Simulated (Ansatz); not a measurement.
# YN: strong compression

The task here is to estimate one member of a computed series from the others.

Method: DFT PBE, with the methods named in each step, in Ansatz 0.2.0.

### The system as given

It takes space group Fm-3m (No. 225, cubic). Conventional cell: a = 4.897 Å, b = 4.897 Å, c = 4.897 Å, α = 90.00°, β = 90.00°, γ = 90.00°. Around Y (site symmetry m-3m) lie 6 N at 2.45 Å. Around N (site symmetry m-3m) lie 6 Y at 2.45 Å.

Coordinates:

```xyz
2
Lattice="0.0000 2.4484 2.4484 2.4484 0.0000 2.4484 2.4484 2.4484 0.0000" Properties=species:S:1:pos:R:3 pbc="T T T"
Y     0.0000    0.0000    0.0000
N     2.4484    2.4484    2.4484
```

Whether this phase is the stable one at these pressures isn't tested.

Atoms are numbered in the order of the input: Y1, N2.

Set-up of the first run:

input.yaml

```yaml
crystal:
  lattice:
    - [0.0, 2.4483614544, 2.4483614544]
    - [2.4483614544, 0.0, 2.4483614544]
    - [2.4483614544, 2.4483614544, 0.0]
  atoms:
    - { symbol: "Y", position: [0.0, 0.0, 0.0] }
    - { symbol: "N", position: [0.5, 0.5, 0.5] }
kpoints:
  mp_grid: { grid: [13, 13, 13] }
  band_path:
    path:
      - [0.0, 0.0, 0.0]
      - [0.5, 0.0, 0.5]
      - [0.625, 0.25, 0.625]
      - [0.375, 0.375, 0.75]
      - [0.0, 0.0, 0.0]
      - [0.5, 0.5, 0.5]
      - [0.5, 0.25, 0.75]
      - [0.5, 0.0, 0.5]
    npoints: 14
scf:
  occupations: { method: fermi_dirac, width: 0.05 }
hamiltonian:
  xc: pbe
  pseudopotentials: { kind: all_electron, lapw: { basis_error: 0.001 } }
output:
  forces: true
  stress: true
  eigenvalues: true
  populations: true
```

Run with:

```console
$ ansatz run input.yaml --threads 1 --pin off --max-ram 2048MiB --backend cpu --events-out ev --progress --plain --runs-dir out
```

Among the steps run: The reference volume, LAPW; Volume scaled by 1, crystal datasets; Volume scaled by 0.85, LAPW; Volume scaled by 0.8, LAPW; Volume scaled by 0.45, LAPW; Volume scaled by 0.45, crystal datasets.

One table of the session follows, with a row left open; its other results are not shown here.

| method | volume over the first | volume (Å³/atom) | pressure (GPa) |
| --- | --- | --- | --- |
| LAPW | 1 | 14.677 | 0.93 |
| LAPW | 0.85 | 12.475 | 38.00 |
| LAPW | 0.8 | 11.741 | 58.52 |
| LAPW | 0.45 | 6.604 | 588.96 |
| PAW | 1 | 14.677 | 0.90 |
| PAW | 0.85 | 12.475 | 38.00 |
| PAW | 0.8 | ? | ? |
| PAW | 0.45 | 6.604 | 589.16 |
| crystal datasets | 1 | 14.677 | 0.93 |
| crystal datasets | 0.45 | 6.604 | 588.96 |

Q: Estimate the row for PAW, 0.8 from the others.

The run gave: volume (Å³/atom): 11.741; pressure (GPa): 58.54.

To keep in mind: Rows by PAW come from runs of the same series that aren't printed here. Warnings in the runs' records: gradients without spin orbit, stress scf threshold loose, crystal datasets made, printed levels off.
